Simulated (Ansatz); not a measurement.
# Te2Mo in Ansatz: band structure with PBE

Aim: the band structure of Te2Mo with PBE.

Program: Ansatz 0.2.0. These are calculated values, not measurements. Logs are shortened: lines on timing, memory, paths and dates and some standing lists are left out, and cuts for length are marked.

### Step 1. Starting point

The cell holds a slab with vacuum, 6 atoms: a = 6.362 Å, b = 3.480 Å, c = 36.176 Å, α = 90.00°, β = 90.14°, γ = 90.00°.

### Step 2. Band structure, PBE

input.yaml reads:

```yaml
crystal:
  lattice:
    - [6.3616090156, 0.0, 0.0]
    - [0.0, 3.48040306, 0.0]
    - [-0.0857412231, 0.0, 36.1758904685]
  atoms:
    - { symbol: Te, position: [0.4292511, 0.75, 0.54070358] }
    - { symbol: Te, position: [0.5707489, 0.25, 0.45929642] }
    - { symbol: Te, position: [0.92084787, 0.25, 0.55652732] }
    - { symbol: Te, position: [0.07915213, 0.75, 0.44347268] }
    - { symbol: Mo, position: [0.18134756, 0.25, 0.49746537] }
    - { symbol: Mo, position: [0.81865244, 0.75, 0.50253463] }
hamiltonian:
  xc: pbe
  pseudopotentials: { kind: paw, core: small }
kpoints:
  mp_grid: { grid: [4, 8, 1] }
  band_path:
    path:
      - [[0.0, 0.0, 0.0], [0.0, 0.0, 0.5], [-0.4997944133, 0.0, 0.5067361864], [-0.5, 0.0, 0.5], [-0.5, 0.5, 0.5], [-0.5002055867, 0.5, 0.4932638136], [-0.5, 0.5, 0.0], [-0.5, 0.0, 0.0], [-0.5002055867, 0.0, 0.4932638136]]
      - [[-0.4997944133, 0.5, 0.5067361864], [0.0, 0.5, 0.5], [0.0, 0.5, 0.0]]
      - [[0.0, 0.0, 0.5], [0.0, 0.5, 0.5]]
    npoints: 14
scf:
  occupations: { method: fermi_dirac, width: 0.05 }
  n_extra_bands: 15
output:
  forces: true
  stress: true
  eigenvalues: true
  fatbands: false
```

Potentials or basis: Ansatz PAW.

On the command line:

```bash
> ansatz run input.yaml --threads 2 --pin off --max-ram 5120MiB --backend cpu --events-out ev --progress --plain --runs-dir out
```

The log of the run:

```text
Warning: of Mo the run reads no dataset of the core that `hamiltonian.pseudopotentials.core` asks for: this build lists none beside the file that it uses, or the input names that file
Warning: RAYON_NUM_THREADS=2 ignored (pool sized by the plan → 2); use --threads N
scf.n_extra_bands = 15 over 46 filled bands (N_el = 92.0): the run solves 61 bands
Engine: ansatz 0.2.0, x86_64-unknown-linux-gnu
Pseudopotentials: kind: paw
Pseudopotential: Te, paw, valence charge 16, recommended cutoff 420 eV (normal), Te.paw.azcp
Pseudopotential: Mo, paw, valence charge 14, recommended cutoff 420 eV (normal), Mo.paw.azcp
Functional definition: PBE
  parameter kappa = 0.804
  parameter beta = 0.06672455060314922
  exchange = pbe_x(kappa = kappa, mu = beta*pi^2/3)
  correlation = pbe_c(beta = beta)
Crystal: 6 atoms, lattice volume = 800.969 Å³
Basis set: ecut = 420 eV, 15635 PW (Γ), exchange–correlation on 90×48×486 points (8 copies of the dense FFT grid, shifted against one another)
Bands: 61, of which v1, the nominal top of the filled ones, is band 46 counted from 1 (45 counted from 0)
Symmetry: 4 space group operations
Space group: P21/m (ITA 11), of the structure as read, at distance tolerance 9.3e-5 Å
k-points: 15 of 32
Non-local potential: Te, projectors of the file, l = 0: 2, l = 1: 2, l = 2: 2, l = 3: 2
Non-local potential: Mo, projectors of the file, l = 0: 3, l = 1: 2, l = 2: 2, l = 3: 1
PAW form: soft (Blöchl's): semilocal exchange-correlation on the pseudo side does not see the compensation charge
PAW one-centre angular grid: Te, 590 points (default); XC on 64 Gauss nodes
PAW one-centre angular grid: Mo, 590 points (default); XC on 64 Gauss nodes
Initial density: superposition of atomic densities (neutral atoms: chi_scale 0, normalization atom), corrected by the library's trained network
Initial wavefunctions: pseudopotential atomic-orbital guess
Functional: x = pbe(κ = 0.804, μ = 0.2195149727645171), c = pbe(β = 0.06672455060314922)
SCF iter   1: F=—  HF=-37833.379077 eV  |F-HF|=—  |Δ(HF+E_count)|=         —  Δρ=2.65e-3  dr2=1.29e-1  ethr=1.77e-3  ⟨swp⟩=9.9  Hψ=4350  notcnv=0  defer=35
preconditioner: auto → LDOS  [metal: Δε(μ)=0.143 eV  Ē_g=8.123 eV  σ=0.050 eV  W_gap=0.45  n_scr=72 (ndim 8)  ℏωp=7.9 eV  f_vac=0.785  D(μ)=0.98/eV (n_scr^D=4)  β→1.0]
SCF iter   2: F=—  HF=-37833.462908 eV  |F-HF|=—  |Δ(HF+E_count)|=   8.38e-2  Δρ=4.67e-3  dr2=8.10e-1  ethr=1.40e-4  ⟨swp⟩=4.7  Hψ=2201  notcnv=0  defer=105
SCF iter   3: F=—  HF=-37833.379544 eV  |F-HF|=—  |Δ(HF+E_count)|=   8.34e-2  Δρ=8.31e-4  dr2=1.79e-2  ethr=1.40e-4  ⟨swp⟩=4.0  Hψ=1895  notcnv=0  defer=105
SCF iter   4: F=—  HF=-37833.377290 eV  |F-HF|=—  |Δ(HF+E_count)|=   2.25e-3  Δρ=1.42e-4  dr2=4.21e-4  ethr=1.95e-5  ⟨swp⟩=2.0  Hψ=987  notcnv=0  defer=105
SCF iter   5: F=—  HF=-37833.377189 eV  |F-HF|=—  |Δ(HF+E_count)|=   1.01e-4  Δρ=3.76e-5  dr2=1.84e-5  ethr=4.58e-7  ⟨swp⟩=3.0  Hψ=1546  notcnv=0  defer=105
SCF iter   6: F=—  HF=-37833.377400 eV  |F-HF|=—  |Δ(HF+E_count)|=   2.11e-4  Δρ=8.78e-6  dr2=1.04e-6  ethr=2.00e-8  ⟨swp⟩=2.8  Hψ=1600  notcnv=0  defer=105
SCF iter   7: F=—  HF=-37833.377401 eV  |F-HF|=—  |Δ(HF+E_count)|=   2.83e-7  Δρ=3.19e-6  dr2=1.43e-7  ethr=1.09e-10  ⟨swp⟩=22.6  Hψ=5676  notcnv=0
SCF iter   8: F=-37833.377401 eV  HF=-37833.377401 eV  |F-HF|=3.50e-8  |Δ(HF+E_count)|=   1.53e-7  Δρ=9.36e-7  dr2=9.83e-9  ethr=1.09e-10  ⟨swp⟩=10.5  Hψ=3425  notcnv=0
SCF 1 converged in 8 iterations: F = -37833.377401 eV  dr2 = 9.83e-9
NSCF: frozen V_eff on 157 k-points
SCF converged after 8 iterations
Free energy (F): -37833.377401 eV
Harris-Foulkes:  -37833.377401 eV  (|F-HF|=3.50e-8)
Internal energy: -37833.368862 eV  (E = F + TS)
E sigma→0 (E₀):  -37833.373132 eV
Entropy (-TS):   -0.008538 eV (-1.423 meV/atom)
Fermi energy:    -1.382189 eV
--- Per-component energies (eV) ---
  E_band       = -2427.082825
  E_kinetic    = 1605.799070
  E_local      = -157185.718218  (includes V_loc(G=0)·N_el)
  E_nonlocal   = -953.599582
  E_hartree    = 78395.517960
  E_xc         = -864.214295
  E_vxc        = -874.697568  (∫ρ·V_xc dr)
  E_paw        = -25053.487782  (= ΣΔE_a)
  E_vpaw       = -1809.900322  (= ΣTr[D̂ρ^β])
  E_aug_tail   = -0.000655  (compensation charges beyond the density's cutoff)
  E_ewald      = 66222.334639
  E_smearing   = -0.008538  (= −TS)
  E_closure    = 0.000000  (closes the sum)
  Σ components = -37833.377401   (vs F -37833.377401, Δ=0.00e0)
--- Forces (eV/Å), atoms counted from 1 ---
  atom   1  Te     0.04818163     0.00000000     0.06657655
  atom   2  Te    -0.04818163     0.00000000    -0.06657655
  atom   3  Te    -0.01509790     0.00000000     0.25161411
  atom   4  Te     0.01509790     0.00000000    -0.25161411
  atom   5  Mo     0.06540099     0.00000000     0.01487779
  atom   6  Mo    -0.06540099     0.00000000    -0.01487779
  max |Σ_I F_I| component: 1.73e-18 eV/Å
--- Stress (GPa, compression-positive) ---
        0.114656       0.000000       0.013633
        0.000000       0.018891       0.000000
        0.013633       0.000000       0.244483
  P = ⅓ Tr σ = 0.1260 GPa (1.260 kbar)
--- Band table (eV; the first three rows and the last of 15) ---
  k-point 0: bands = ["-62.3930", "-62.3358", "-38.2850", "-38.2780", "-38.2670", "-38.2661", "-38.2357", "-38.2283", "-38.2146", "-38.2001", "-38.1900", "-38.1875", "-38.1244", "-38.1216", "-38.1088", "-38.1065", "-38.0583", "-38.0476", "-38.0082", "-38.0008", "-37.9915", "-37.9873", "-36.6235", "-36.5598", "-36.5176", "-36.4036", "-36.3501", "-36.2043", "-14.1609", "-13.2075", "-12.3988", "-12.1838", "-6.9495", "-6.2975", "-5.9844", "-5.2704", "-4.0699", "-3.8197", "-3.7058", "-3.3006", "-3.0292", "-2.6589", "-2.3187", "-1.9691", "-1.6777", "-1.2077", "-0.7323", "-0.3034", "0.3337", "0.7475", "0.8735", "1.8855", "2.0161", "2.0284", "2.5242", "2.8178", "3.2493", "3.4759", "3.5331", "3.6835", "3.7758"]
  k-point 1: bands = ["-62.3900", "-62.3372", "-38.2821", "-38.2747", "-38.2676", "-38.2676", "-38.2370", "-38.2299", "-38.2138", "-38.2004", "-38.1902", "-38.1878", "-38.1212", "-38.1185", "-38.1103", "-38.1080", "-38.0589", "-38.0491", "-38.0081", "-38.0010", "-37.9910", "-37.9871", "-36.6221", "-36.5786", "-36.5088", "-36.4183", "-36.3417", "-36.2060", "-13.9883", "-13.0986", "-12.3207", "-12.0745", "-6.7737", "-6.1125", "-5.9169", "-5.2018", "-4.2302", "-4.1273", "-3.8264", "-3.5735", "-3.0644", "-2.7057", "-2.4335", "-2.2155", "-1.7142", "-1.5254", "-1.3783", "-0.0639", "0.5269", "0.5739", "0.6948", "1.0014", "1.4459", "1.9477", "2.7814", "3.0342", "3.4472", "3.6781", "3.8374", "3.8983", "4.0673"]
  k-point 2: bands = ["-62.3819", "-62.3414", "-38.2774", "-38.2718", "-38.2667", "-38.2666", "-38.2399", "-38.2341", "-38.2117", "-38.2015", "-38.1903", "-38.1884", "-38.1143", "-38.1143", "-38.1105", "-38.1104", "-38.0603", "-38.0530", "-38.0076", "-38.0018", "-37.9898", "-37.9865", "-36.6278", "-36.6199", "-36.4878", "-36.4393", "-36.3249", "-36.2158", "-13.4966", "-12.8002", "-12.1297", "-11.8160", "-6.3383", "-5.9807", "-5.4884", "-5.1927", "-5.0280", "-4.3731", "-4.2344", "-4.1222", "-3.4064", "-3.1373", "-3.0993", "-2.6715", "-2.2444", "-1.7483", "-1.2049", "-0.3399", "0.1796", "0.5562", "0.6913", "0.7701", "1.5653", "1.8502", "3.2915", "3.6069", "3.7666", "4.0245", "4.2542", "4.3788", "4.6819"]
  k-point 14: bands = ["-62.3590", "-62.3590", "-38.2781", "-38.2781", "-38.2569", "-38.2569", "-38.2422", "-38.2422", "-38.2062", "-38.2062", "-38.1895", "-38.1895", "-38.1169", "-38.1169", "-38.1008", "-38.1008", "-38.0602", "-38.0602", "-38.0041", "-38.0041", "-37.9868", "-37.9868", "-36.6745", "-36.6745", "-36.4471", "-36.4471", "-36.2650", "-36.2650", "-12.2250", "-12.2250", "-11.8097", "-11.8097", "-7.0516", "-7.0516", "-6.0120", "-6.0120", "-4.6762", "-4.6762", "-3.7445", "-3.7445", "-3.6509", "-3.6509", "-3.0857", "-3.0857", "-2.2250", "-2.2250", "-0.2777", "-0.2777", "0.5205", "0.5205", "0.9315", "0.9315", "2.0553", "2.0553", "3.1812", "3.1812", "3.8813", "3.8813", "4.5029", "4.5029", "5.3267"]
```

Run time: 1.7 min. Hardware: 2 threads of Intel Xeon at 2.80GHz (Skylake/Cascade Lake), shared host; peak memory 3.4 GiB.

Results:

```
Free energy            : -37833.3774 eV
Largest force          : 0.252 eV/Å
Band gap on the k mesh : none (metal or under the smearing width)
```

Forces in eV/Å, atoms in the order of the input:
```
Te   0.048  0.000  0.067
Te  -0.048  0.000 -0.067
Te  -0.015  0.000  0.252
Te   0.015  0.000 -0.252
Mo   0.065  0.000  0.015
Mo  -0.065  0.000 -0.015
```

Levels at the corners of the path, in eV from the Fermi level:
```tsv
point	band 43	band 44	band 45	band 46	band 47	band 48	band 49	band 50
Γ	-0.94	-0.59	-0.30	0.17	0.65	1.08	1.72	2.13
Y	-0.94	-0.59	-0.30	0.17	0.65	1.08	1.72	2.13
H	-1.24	-0.80	-0.77	-0.65	0.12	1.08	1.47	1.83
C	-1.24	-0.80	-0.77	-0.65	0.12	1.08	1.47	1.83
E	-1.70	-1.70	-0.84	-0.84	1.10	1.10	1.90	1.90
M1	-1.70	-1.70	-0.84	-0.84	1.10	1.10	1.90	1.90
A	-1.70	-1.70	-0.84	-0.84	1.10	1.10	1.90	1.90
X	-1.24	-0.80	-0.77	-0.65	0.12	1.08	1.47	1.83
H1	-1.24	-0.80	-0.77	-0.65	0.12	1.08	1.47	1.83
M	-1.70	-1.70	-0.84	-0.84	1.10	1.10	1.90	1.90
D	-1.60	-1.60	-1.39	-1.39	1.19	1.19	1.45	1.45
Z	-1.60	-1.60	-1.39	-1.39	1.19	1.19	1.45	1.45
Y	-0.94	-0.59	-0.30	0.17	0.65	1.08	1.72	2.13
D	-1.60	-1.60	-1.39	-1.39	1.19	1.19	1.45	1.45
```

Caveat: spin-orbit coupling is left out, which moves the levels of the heavy elements.
